**Q:** I have a layered crystal, PbO, whose cell is enlarged in small steps. For the largest cell I know the geometry but not the dielectric constants. Can I work them out from the other rows?

PbO (P4/nmm) at uniformly scaled volumes, calculated with GPAW 26.7.0 using PBE, PAW data sets, a 650 eV plane-wave cutoff and a 5×5×4 k mesh for the ground state, without spin-orbit coupling. The clamped-ion dielectric constants are from the random-phase approximation with local fields, using a 6×6×5 k mesh, 60 bands and an 80 eV response cutoff.

| volume (Å³/atom) | c/a | shortest distance (Å) | dielectric xx | dielectric yy | dielectric zz |
| --- | --- | --- | --- | --- | --- |
| 18.744 | 1.2556 | 2.282 | 6.523 | 6.523 | 6.012 |
| 19.142 | 1.2556 | 2.298 | 6.499 | 6.499 | 5.975 |
| 19.541 | 1.2557 | 2.314 | 6.481 | 6.481 | 5.939 |
| 19.940 | 1.2556 | 2.329 | 6.470 | 6.470 | 5.904 |
| 20.339 | 1.2557 | 2.345 | 6.464 | 6.464 | 5.868 |
| 20.738 | 1.2556 | 2.360 | 6.453 | 6.453 | 5.833 |
| 21.136 | 1.2556 | 2.375 | ? | ? | ? |

**A:** You can try, if you first see what competes. These numbers describe how the electrons screen an electric field while the nuclei stay fixed. They were calculated in the random-phase approximation from PBE states, on a 6×6×5 mesh of k points. The xx and yy components, equal by symmetry, belong to fields in the plane of the layers, and zz to a field across them. What do you expect when the same electrons are spread over more volume?

**Q:** Weaker screening, because there is less polarisable matter in each cubic ångström.

**A:** That is dilution, and it is only half of the story. Had each cell kept its response to a field, xx would have fallen by 0.53 between the first and the last known row. It falls by only 0.07. The response of each cell must therefore grow, and almost fast enough to make up for the extra volume.

**Q:** Why should a larger cell respond more strongly?

**A:** When atoms move apart, their orbitals overlap less, so bonding and antibonding states lie closer together. Many of the energies needed to lift electrons into empty states should then shrink, although bands also become narrower, which can widen a gap. Electrons that are easier to excite are easier to displace. The same calculations support this: the direct gap, the smallest energy found on the k mesh for an excitation without change of crystal momentum, shrinks at every known step, by about a fifth of an electronvolt in all. The indirect gap, between states of different crystal momentum, widens instead, but a uniform field does not drive such excitations. The direct gap is only one of many transitions that count, so its fall agrees with the explanation without proving it.

**Q:** Then why does zz fall by 0.18, so much more than xx?

**A:** Look at what happens when local fields are left out. Local fields arise because the induced charge is uneven, so that the field inside the cell differs from its average. Without them zz falls by only 0.06, much like xx. Most of the fall in zz thus comes from local fields, which reduce the screening in this direction more strongly as the cell expands.

**Q:** Is there a picture for that?

**A:** Think of capacitors in series. A field across the layers must pass through the layers and the gaps between them, one after the other. If the gaps are harder to polarise, as I expect, they limit the total. A field along the layers meets both side by side, so the gaps matter less. That expansion makes the gaps count for more is my reading of the numbers; the calculation does not show where in the cell the field changes. Nor is the picture complete. In every known row local fields lower xx even more than zz, which uniform layers and gaps could not do, so unevenness within the layers must count too. What sets zz apart is that the reduction grows at every step.

**Q:** For zz I would simply continue the trend. But xx puzzles me: its steps down shrink from 0.024 to 0.006, and then comes one of 0.011.

**A:** That last step probably contains a numerical artefact. The calculation describes the uneven part of the field by waves, and it keeps only waves below 80 eV. As the cell grows, each wave's energy falls. One group, the {221} waves, lies at 80.5 eV in the row at 20.339 Å³/atom and at 79.5 eV in the next, so it enters the calculation exactly there.

**Q:** Could the irregularity not be real?

**A:** Without local fields, where these waves play no part, xx goes on levelling off smoothly. The jump appears only when local fields are included, which makes the new waves the likely cause. They lower xx by about 0.011 relative to the smooth curve. In the largest cell they are still included, and the next group, at 81.8 eV, is still left out, so I expect the same offset there.

**Q:** How do I turn this into a number?

**A:** Let $\varepsilon$ be the dielectric constant and $V$ the volume per atom. The part due to the electrons, $\varepsilon-1$, is the response per atom divided by $V$. If that response grows as a power of $V$, then $\ln(\varepsilon-1)$ is a straight line in $\ln V$; if the power drifts slowly, the line bends into a parabola. I fitted one parabola to xx and one to zz, using the five rows without the {221} waves. For xx, with $u=\ln(V/19.940)$,

$$\ln(\varepsilon_{xx}-1)=1.699-0.078\,u+1.271\,u^2 .$$

**Q:** And the row with the extra waves?

**A:** It is not in the fit, but it serves as the starting point, because it shares its set of waves with the largest cell. From there $u$ goes from 0.0392 to 0.0583, and the logarithm changes by

$$-0.078\,(0.0583-0.0392)+1.271\,(0.0583^2-0.0392^2)\approx 0.0009 .$$

Multiplied by $\varepsilon-1=5.453$, this is a rise of about 0.005, from 6.453 to 6.458. The positive sign means that the growing response has just overtaken dilution.

**Q:** So what do you commit to?

**A:** In the plane, xx and yy stop falling. They stay within about 0.01 of the row before, more likely above it than below, and my value is 6.458 ± 0.006. Across the layers, zz keeps falling by 0.03 to 0.04, to 5.799 ± 0.005. The bars are my judgement of what rounding and extrapolation can do, not statistical limits.

**Q:** Then let us see the calculated row.

The withheld rows as computed:

| volume (Å³/atom) | c/a | shortest distance (Å) | dielectric xx | dielectric yy | dielectric zz |
| --- | --- | --- | --- | --- | --- |
| 21.136 | 1.2556 | 2.375 | 6.456 | 6.456 | 5.799 |

**Q:** Both values lie within your bars.

**A:** Yes. The forecast for xx is 0.002 too high, and the one for zz agrees to the digits of the table. In the plane the fall has indeed stopped: xx and yy lie 0.003 above the row before. A miss of 0.002 in xx is too close to the rounding of the table for me to give it a cause.

**Q:** Did the business with the waves matter, or would the smooth curve have done as well?

**A:** It mattered for xx. The smooth curve alone misses by 0.0023 in the logarithm, which makes xx too high by about 0.01, well outside the bar. The offset seen in one row thus persisted in the next, as it should if it comes from the waves. For zz the smooth curve would have served equally well.

**Q:** May I now use these numbers for a real piece of PbO under tension or pressure?

**A:** Not for changes this fine. The optical matrix elements carry an error of a few percent, while xx changes by about 1% over the known rows and zz by about 3%. Much of that error may cancel between neighbouring cells, but this has not been tested. Spin-orbit coupling, which matters for lead, is also left out. And PBE tends to make gaps too small, which by itself raises the dielectric constant.

**Q:** And the shape of the cell?

**A:** Here every length is scaled by the same factor. A real layered crystal yields more easily between its layers than within them, so under pressure c/a would change too. What carries over is the way to think about it: ask whether the response of each cell grows faster or more slowly than its volume, and do so separately for each direction. The printed analysis after this text gives both fits and their misses.

Printed output of the fit:

```
fit of lx on 5 rows (shell > 80): constant 1.699 +/- 2.8e-05, coefficient of u -0.07796 +/- 0.0015, coefficient of u2 1.271 +/- 0.03; rms 2.97e-05, worst 19.541 4.65e-05, leave-one-out rms 7.03e-05
  rows outside the fit (model, value, miss): 20.738 1.698, 1.696, 0.00197; 21.136 1.699, 1.697, 0.0023
fit of lz on 5 rows (shell > 80): constant 1.59 +/- 6.1e-05, coefficient of u -0.3614 +/- 0.0031, coefficient of u2 -0.1299 +/- 0.064; rms 6.34e-05, worst 19.94 -0.000108, leave-one-out rms 0.000251
  rows outside the fit (model, value, miss): 20.738 1.576, 1.575, 9.53e-05; 21.136 1.568, 1.568, 4.44e-05
volume growth over the known rows, percent: 10.64
change of xx over the known rows: -0.07
change of zz over the known rows: -0.179
change of xx by dilution alone: -0.531
change of zz by dilution alone: -0.4819
change of zz without local fields: -0.0625
growth of the local-field reduction of zz: 0.1165
growth of the local-field reduction of xx in the last known step: 0.008
energy of the 221 vectors at 20.339, eV: 80.51
energy of the 221 vectors at 20.738, eV: 79.47
energy of the 300 vectors in the withheld row, eV: 81.79
xx at 20.738 less the smooth curve: -0.01076
forecast of xx and yy, bar 0.006: 6.458
computed xx of the withheld row: 6.456
forecast less computed, xx: 0.001768
forecast of zz, bar 0.005: 5.799
computed zz of the withheld row: 5.799
forecast less computed, zz: -0.000244
computed change of xx from the row before: 0.003
computed change of zz from the row before: -0.034
```
